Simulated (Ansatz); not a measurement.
# ZnS: computed properties

Computed with DFT PBE, scalar-relativistic, plane waves, PAW in Ansatz.

Cutoff 420 eV; k points 6×6×8 on the computed 6-atom cell (Γ-centred); Gaussian smearing, width 0.02 eV; no spin polarisation.

The structure is relaxed at this level of theory with its symmetry kept, and needn't be the ground state of this composition.

```cif
data_structure
_symmetry_space_group_name_H-M 'P 1'
_symmetry_Int_Tables_number 1
_cell_length_a 6.0765
_cell_length_b 6.0765
_cell_length_c 3.7001
_cell_angle_alpha 90.000
_cell_angle_beta 90.000
_cell_angle_gamma 120.000
_cell_volume 118.32
loop_
_atom_site_label
_atom_site_type_symbol
_atom_site_fract_x
_atom_site_fract_y
_atom_site_fract_z
_atom_site_occupancy
Zn1 Zn 0.61479 0.00000 0.66667 1
Zn2 Zn 0.00000 0.61479 0.33333 1
Zn3 Zn 0.38521 0.38521 0.00000 1
S1 S 0.36742 0.00000 0.16667 1
S2 S 0.00000 0.36742 0.83333 1
S3 S 0.63258 0.63258 0.50000 1
```

```json
{"Space group": "P3_221 (No. 154)", "Volume per atom": "133.1 bohr³", "Formation energy from the elements' standard states (uncorrected)": "-0.704 eV/atom", "Kohn–Sham band gap": "1.88 eV", "Orbital (Löwdin) character of the top 1 eV of the valence band": "S 3p 89 %", "Orbital (Löwdin) character of the lowest 1 eV of the conduction band": "Zn 4s 55 %, S 3s 26 %, S 3p 15 %, unprojected 4 %", "Bader charge by site (e)": "Zn (3 in the cell) 0.89, S (3 in the cell) -0.89"}
```

The cell was found from a structure generator's guess, not taken from experiment. Kohn–Sham gaps at this level usually fall short of measured ones. Löwdin shares on free-atom orbitals overweight diffuse shells in the empty bands.
